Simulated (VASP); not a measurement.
# MnO2 (P-3m1) in VASP: notebook

One crystal, MnO2, is run at these levels: r2SCAN; tasks: single point.

Program: VASP 6.6.1. These are calculated values, not measurements. Logs are shortened: lines on timing, memory, paths and dates and some standing lists are left out, and cuts for length are marked.

## Step 1: Starting point

The structure is trigonal, space group P-3m1 (No. 164). The conventional cell has a = 2.857 Å, b = 2.857 Å, c = 4.601 Å, α = 90.00°, β = 90.00°, γ = 120.00°. Mn (site symmetry -3m) is surrounded by 6 O at 1.90 Å. O (site symmetry 3m) is surrounded by 3 Mn at 1.90 Å.

Measurements of this composition are mostly on another form, of space group No. 136.

## Step 2: Single point, r2SCAN, collinear spin, ferromagnetic start

Input file INCAR:

```
SYSTEM = MnO2
ADDGRID = .False.
ALGO = Normal
EDIFF = 1E-6
ENCUT = 460
ISIF = 2
ISMEAR = 0
ISPIN = 2
LASPH = .True.
LCHARG = .False.
LMAXMIX = 4
LMIXTAU = .True.
LORBIT = 11
LREAL = .False.
LWAVE = .False.
MAGMOM = 4 0 0
METAGGA = R2SCAN
NBANDS = 24
NELM = 100
PREC = Accurate
SIGMA = 0.5
```

Input file KPOINTS:

```
k-points
0
Gamma
  5 5 3
  0 0 0
```

Input file POSCAR:

```
MnO2
1.0
    2.8565781804      0.0000000000      0.0000000000
   -1.4282890902      2.4738692722      0.0000000000
    0.0000000000      0.0000000000      4.6013740589
Mn O
1 2
Direct
    0.0000000000      0.0000000000      0.5000000000
    0.3333333333      0.6666666667      0.7062925700
    0.6666666667      0.3333333333      0.2937074300
```

Potentials or basis: VASP PAW PBE potentials, release 64 (Mn_pv, O).

Run with:

```bash
cat potpaw_PBE.64/Mn_pv/POTCAR potpaw_PBE.64/O/POTCAR > POTCAR
mpirun -np 1 vasp_std > vasp.out
```

OUTCAR:

```text
SYSTEM = MnO2
   EDIFF = 1E-6
   ENCUT = 460
   ISIF = 2
   ISMEAR = 0
   ISPIN = 2
   LASPH = .True.
   LORBIT = 11
   LREAL = .False.
   METAGGA = R2SCAN
   NELM = 100
   PREC = Accurate

 Found     12 irreducible k-points:

 Following reciprocal coordinates:
            Coordinates               Weight
  0.000000  0.000000  0.000000      1.000000
  0.200000  0.000000  0.000000      6.000000
  0.400000  0.000000  0.000000      6.000000
  0.200000  0.200000  0.000000      6.000000
  0.400000  0.200000  0.000000      6.000000
  0.000000  0.000000  0.333333      2.000000
   k-points           NKPTS =     12   k-points in BZ     NKDIM =     12   number of bands    NBANDS=     24
   number of dos      NEDOS =    301   number of ions     NIONS =      3
   total plane-waves  NPLWV =  12800
   dimension x,y,z NGX =    20 NGY =   20 NGZ =   32
   dimension x,y,z NGXF=    40 NGYF=   40 NGZF=   64
   ions per type =               1   2
   NGX,Y,Z   is equivalent  to a cutoff of  11.64, 11.64, 11.56 a.u.
   NGXF,Y,Z  is equivalent  to a cutoff of  23.28, 23.28, 23.12 a.u.
 SYSTEM =  MnO2
   PREC   = accura    normal or accurate (medium, high low for compatibility)
   ISTART =      0    job   : 0-new  1-cont  2-samecut
   ICHARG =      2    charge: 1-file 2-atom 10-const
   ISPIN  =      2    spin polarized calculation?
   LNONCOLLINEAR =      F non collinear calculations
   LSORBIT =      F    spin-orbit coupling
   LASPH  =      T    aspherical Exc in radial PAW
   ENCUT  =  460.0 eV  33.81 Ry    5.81 a.u.   5.00  5.00  8.05*2*pi/ulx,y,z
   NELM   =    100;   NELMIN=  2; NELMDL= -5     # of ELM steps
   EDIFF  = 0.1E-05   stopping-criterion for ELM
   LREAL  =      F    real-space projection
   EDIFFG = 0.1E-04   stopping-criterion for IOM
   NSW    =      0    number of steps for IOM
   IBRION =     -1    ionic relax: 0-MD 1-quasi-New 2-CG
   NFREE  =      0    steps in history (QN), initial steepest desc. (CG)
   ISIF   =      2    stress and relaxation
   ISYM   =      2    0-nonsym 1-usesym 2-fastsym
   POTIM  = 0.5000    time-step for ionic-motion
   TEBEG  =    0.0;   TEEND  =   0.0 temperature during run
   PSTRESS=    0.0 pullay stress
   NELECT =      25.0000    total number of electrons
   NUPDOWN=      -1.0000    fix difference up-down
   EMIN   =  10.00;   EMAX   =-10.00  energy-range for DOS
   EFERMI =   0.00;   METHOD = LEGACY
   ISMEAR =     0;   SIGMA  =   0.50  broadening in eV -4-tet -1-fermi 0-gaus
   EFERMI_NEDOS =   21; number of points for ismear=-14 and -15
   IALGO  =     38    algorithm
   IMIX   =      4    mixing-type and parameters
     AMIX     =   0.40;   BMIX     =  1.00
     AMIX_MAG =   1.60;   BMIX_MAG =  1.00
  volume/ion in A,a.u.               =      10.84        73.15
  Fermi-wavevector in a.u.,A,eV,Ry     =   1.499747  2.834111 30.602787  2.249241
  Thomas-Fermi vector in A             =   2.611337
   LORBIT       =     11    0 simple, 1 ext, 2 COOP (PROOUT), +10 PAW based schemes
   METAGGA = R2SCAN    functional components
   LHFCALC =     F    Hartree Fock is set to
   AEXX    =    0.0000 exact exchange contribution
   IVDW    =     0    specifies the selected vdW correction
   LEPSILON=     F    determine dielectric tensor
   LRPA    =     F    only Hartree local field effects (RPA)
 spin polarized calculation
 Gauss-broadening in eV      SIGMA  =   0.50
  energy-cutoff  :      460.00
  volume of cell :       32.52
 maximum number of plane-waves:       737
 NGX is ok and might be reduce to    20
   NGX =  9   NGY =  9   NGZ = 17

 number of electron      25.0000023 magnetization       2.9993663

 Free energy of the ion-electron system (eV)
  ---------------------------------------------------
  ext. energy  EPLUGINS =         0.00000000
  ---------------------------------------------------
  free energy    TOTEN  =       -32.53623613 eV

  energy without entropy =      -32.53548636  energy(sigma->0) =      -32.53586125

 E-fermi :   3.4446     XC(G=0): -11.5612

 val. band max:        2.4278959771   @ k =   0.0000   0.2000   0.3333
 cond. band min:       4.4165912405   @ k =   0.0000   0.0000   0.3333
 fundamental gap:      1.9886952634
 Fermi energy:         3.4445575452

 spin component 1

 k-point     1 :       0.0000    0.0000    0.0000
  band No.  band energies     occupation
      1     -49.7534      1.00000
      2     -49.7250      1.00000
      3     -49.7249      1.00000
      4     -17.7222      1.00000
      5     -15.4278      1.00000
      6      -3.7647      1.00000
[... 16 lines left out ...]
     23      26.0548      0.00000
     24      27.6719      0.00000
[... 112 lines left out ...]
      2     -49.7250      1.00000
      3     -49.7249      1.00000
      4     -17.6350      1.00000
      5     -15.5708      1.00000
      6      -3.3186      1.00000
[... 16 lines left out ...]
     23      26.1031      0.00000
     24      26.7890      0.00000

 [... further k-points ...]

 spin component 2

 k-point     1 :       0.0000    0.0000    0.0000
  band No.  band energies     occupation
      1     -45.6302      1.00000
      2     -45.6301      1.00000
      3     -45.4299      1.00000
      4     -17.6629      1.00000
      5     -15.3814      1.00000
      6      -2.6203      1.00000
[... 16 lines left out ...]
     23      28.6766      0.00000
     24      28.7811      0.00000
[... 112 lines left out ...]
      2     -45.6301      1.00000
      3     -45.4301      1.00000
      4     -17.5752      1.00000
      5     -15.5229      1.00000
      6      -2.2561      1.00000
[... 16 lines left out ...]
     23      27.6408      0.00000
     24      27.6408      0.00000

 [... further k-points ...]

------------------------ aborting loop because EDIFF is reached ----------------------------------------

  FORCE on cell =-STRESS in cart. coord.  units (eV):
  Direction    XX          YY          ZZ          XY          YZ          ZX
  --------------------------------------------------------------------------------------
  -------------------------------------------------------------------------------------
  Total       -0.1385196     -0.1385196     -0.1714861      0.0000000      0.0000000      0.0000000
  in kB       -6.8251380     -6.8251380     -8.4494613      0.0000000      0.0000000      0.0000000
  external PRESSURE =      -7.3665791 kB  Pullay stress =       0.0000000 kB

 VOLUME and BASIS-vectors are now :
 -----------------------------------------------------------------------------
  energy-cutoff  :      460.00
  volume of cell :       32.52
      direct lattice vectors                 reciprocal lattice vectors
     2.856578180  0.000000000  0.000000000     0.350069187  0.202112539  0.000000000
    -1.428289090  2.473869272  0.000000000     0.000000000  0.404225078  0.000000000
     0.000000000  0.000000000  4.601374059     0.000000000  0.000000000  0.217326387

 POSITION                                       TOTAL-FORCE (eV/Angst)
 -----------------------------------------------------------------------------------
      0.00000      0.00000      2.30069         0.000000      0.000000      0.000000
     -0.00000      1.64925      3.24992        -0.000000      0.000000     -0.006398
      1.42829      0.82462      1.35146         0.000000     -0.000000      0.006398
 -----------------------------------------------------------------------------------
    total drift:                                0.000000     -0.000000      0.000000

  FREE ENERGIE OF THE ION-ELECTRON SYSTEM (eV)
  ---------------------------------------------------
  free  energy   TOTEN  =       -32.5362361325 eV

  energy  without entropy=      -32.5354863588  energy(sigma->0) =      -32.53586125

 total charge

# of ion       s       p       d       tot
------------------------------------------
    1        0.382   6.468   4.862  11.712
    2        1.594   3.449   0.000   5.043
    3        1.594   3.449   0.000   5.043
--------------------------------------------------
tot          3.571  13.365   4.862  21.798

 magnetization (x)

# of ion       s       p       d       tot
------------------------------------------
    1        0.030   0.039   2.866   2.935
    2        0.004   0.002   0.000   0.006
    3        0.004   0.002   0.000   0.006
--------------------------------------------------
tot          0.038   0.043   2.866   2.947
```

Run time: 82 s. Hardware: 1 thread of Intel Xeon Platinum 8375C at 2.90GHz (Ice Lake), shared host; peak memory 0.15 GiB.

The run converged, but some of its settings lie outside the range that counts as converged, so its numbers aren't taken as properties of the crystal.

What came out:

```yaml
Free_energy: -32.5362 eV
Pressure: -0.7 GPa
Largest_force: 0.006 eV/Å
Band_gap_on_the_k_mesh: 1.99 eV, indirect (least direct gap 2.03 eV)
Net_moment: 3.00 μB per cell
Site_moments: Mn +2.94; O +0.01 μB
Valence_electrons_inside_the_program's_atomic_spheres: Mn 11.71; O 5.04
```

Caveat: the k mesh is coarse (spacing up to 0.51 Å⁻¹), so the values aren't converged; the cutoff is under 1.25 times the usual one of these potentials, so pressure, stress and relaxed cells hold a basis-set (Pulay) error; the PAW data sets were made with another functional, which shifts forces and pressure a little; an odd mesh through Γ misses points on the zone boundary, where band edges often lie; a cell with one magnetic atom can't hold antiferromagnetic order, which such compounds often take.

## Step 3: Single point, r2SCAN, collinear spin, ferromagnetic start

INCAR is that of step 2.

KPOINTS is that of step 2.

Input file POSCAR:

```
MnO2
1.0
    2.8565781804      0.0000000000      0.0000000000
   -1.4282890902      2.4738692722      0.0000000000
    0.0000000000      0.0000000000      4.6013740589
Mn O
1 2
Direct
    0.0186700000     -0.0033200000      0.4886240000
    0.3165570000      0.6444560000      0.7182440000
    0.6490790000      0.3390650000      0.3129550000
```

Potentials or basis: VASP PAW PBE potentials, release 64 (Mn_pv, O).

Run with:

```bash
cat potpaw_PBE.64/Mn_pv/POTCAR potpaw_PBE.64/O/POTCAR > POTCAR
mpirun -np 1 vasp_std > vasp.out
```

Wall time 3.6 min (1 thread of Intel Xeon Platinum 8375C at 2.90GHz (Ice Lake), shared host); peak memory 0.17 GiB.

The run converged, but some of its settings lie outside the range that counts as converged, so its numbers aren't taken as properties of the crystal.

Results:

```
Free energy                                           : -32.1912 eV
Pressure                                              : 5.3 GPa
Largest force                                         : 4.175 eV/Å
Band gap on the k mesh                                : 1.88 eV, indirect (least direct gap 1.97 eV)
Net moment                                            : 3.00 μB per cell
Site moments                                          : Mn +2.90; O -0.02, +0.06 μB
Valence electrons inside the program's atomic spheres : Mn 11.79; O 5.00, 5.11
```

Caveat: the k mesh is coarse (spacing up to 0.51 Å⁻¹), so the values aren't converged; the cutoff is under 1.25 times the usual one of these potentials, so pressure, stress and relaxed cells hold a basis-set (Pulay) error; the PAW data sets were made with another functional, which shifts forces and pressure a little; an odd mesh through Γ misses points on the zone boundary, where band edges often lie; a cell with one magnetic atom can't hold antiferromagnetic order, which such compounds often take.

## Step 4: Single point, r2SCAN, collinear spin, ferromagnetic start

INCAR, as its differences from that of step 3:

```diff
@@ -20,2 +20,2 @@
 PREC = Accurate
-SIGMA = 0.5
+SIGMA = 0.2
```

KPOINTS is that of step 3.

Input file POSCAR:

```
MnO2
1.0
    2.8565781804      0.0000000000      0.0000000000
   -1.4282890902      2.4738692722      0.0000000000
    0.0000000000      0.0000000000      4.6013740589
Mn O
1 2
Direct
    0.0000000000      0.0000000000      0.5000000000
    0.3333333333      0.6666666667      0.7062925700
    0.6666666667      0.3333333333      0.2937074300
```

Run with:

```bash
cat potpaw_PBE.64/Mn_pv/POTCAR potpaw_PBE.64/O/POTCAR > POTCAR
mpirun -np 1 vasp_std > vasp.out
```

It took 99 s on 1 thread of Intel Xeon Platinum 8375C at 2.90GHz (Ice Lake), shared host; peak memory 0.15 GiB.

These settings aren't checked as converged: the numbers below hold their error.

What came out:

- Free energy: -32.5362 eV
- Pressure: -0.7 GPa
- Largest force: 0.006 eV/Å
- Band gap on the k mesh: 1.99 eV, indirect (least direct gap 2.03 eV)
- Net moment: 3.00 μB per cell
- Site moments: Mn +2.94; O +0.01 μB
- Valence electrons inside the program's atomic spheres: Mn 11.71; O 5.04

Caveat: the k mesh is coarse (spacing up to 0.51 Å⁻¹), so the values aren't converged; the cutoff is under 1.25 times the usual one of these potentials, so pressure, stress and relaxed cells hold a basis-set (Pulay) error; the PAW data sets were made with another functional, which shifts forces and pressure a little; an odd mesh through Γ misses points on the zone boundary, where band edges often lie; a cell with one magnetic atom can't hold antiferromagnetic order, which such compounds often take.

(Continued in part 2 of 2.)
